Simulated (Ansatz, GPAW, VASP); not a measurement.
NiO: programs and potentials compared

```
CELL_PARAMETERS angstrom
0.00000 2.08590 2.08590
2.08590 0.00000 2.08590
2.08590 2.08590 0.00000
ATOMIC_POSITIONS crystal
Ni 0.00000 0.00000 0.00000
O 0.50000 0.50000 0.50000
```

Alike in all runs: task single point; functional PBE; k mesh 11 × 11 × 11; occupations gaussian, width 0.017 eV; collinear spin, ferromagnetic start; no spin-orbit coupling. The measured crystal is an antiferromagnetic insulator; the state found here is the runs' own. Pressure is positive in compression and, in plane waves, holds the error of the finite cutoff.

```
                        program and potentials  plane-wave cutoff (eV)                                                                                 notes  pressure (GPa)  net moment per atom (μB)
Ansatz, all-electron LAPW, scalar-relativistic                       -                                                                                     -            6.63                      0.91
    GPAW, GPAW PAW data sets (gpaw-data 1.2.1)                     800  11 valence electrons an atom on average; this data set often lies off other programs           10.23                      0.89
             VASP, PBE PAW files Ni, O, 520 eV                     520                                                8 valence electrons an atom on average            6.12                      0.89
```

The pressure spans 6.12 (VASP, PBE PAW files Ni, O, 520 eV) to 10.23 GPa (GPAW, GPAW PAW data sets (gpaw-data 1.2.1)), with all-electron results at 6.63. The net moment per atom spans 0.89 (VASP, PBE PAW files Ni, O, 520 eV) to 0.91 μB (Ansatz, all-electron LAPW, scalar-relativistic), with all-electron results at 0.91. The state is the one that the start led to, which needn't be the lowest.

The functional is the same throughout but for its coding, so the spread measures potentials, basis and numerics; runs on potential files found faulty are left out.
